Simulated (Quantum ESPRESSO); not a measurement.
BN:

```xyz
4
Lattice="2.5539 0.0000 0.0000 -1.2770 2.2118 0.0000 0.0000 0.0000 4.2269" Properties=species:S:1:pos:R:3 pbc="T T T"
N     0.0000    1.4745    0.5295
N     1.2770    0.7373    2.6430
B     0.0000    1.4745    2.1123
B     1.2770    0.7373    4.2257
```

Measurements of this composition are mostly on another form, of space group No. 194.

Base run:

* Program: Quantum ESPRESSO 7.5
* Functional: PBEsol
* Potentials or basis: GBRV 1.5 PBEsol
* Cutoff: 612 eV
* Density cutoff: 4898 eV
* k mesh: 8 × 8 × 4, shifted
* Occupations: fermi-dirac, width 0.05 eV
* Spin: no spin polarisation

Its results: pressure -5.4 GPa; largest force 0.012 eV/Å; electronic dielectric tensor (diagonal) 4.61, 4.61, 4.76.

The run is repeated on the same cell with these changes: functional from PBEsol to LDA; potentials or basis from GBRV 1.5 PBEsol to GBRV 1.5 LDA. What comes out?

Pressure -12.5 GPa; largest force 0.020 eV/Å; electronic dielectric tensor (diagonal) 4.57, 4.57, 4.72.

Caveats: the cell is more than 3 GPa from zero pressure, which shifts response properties.
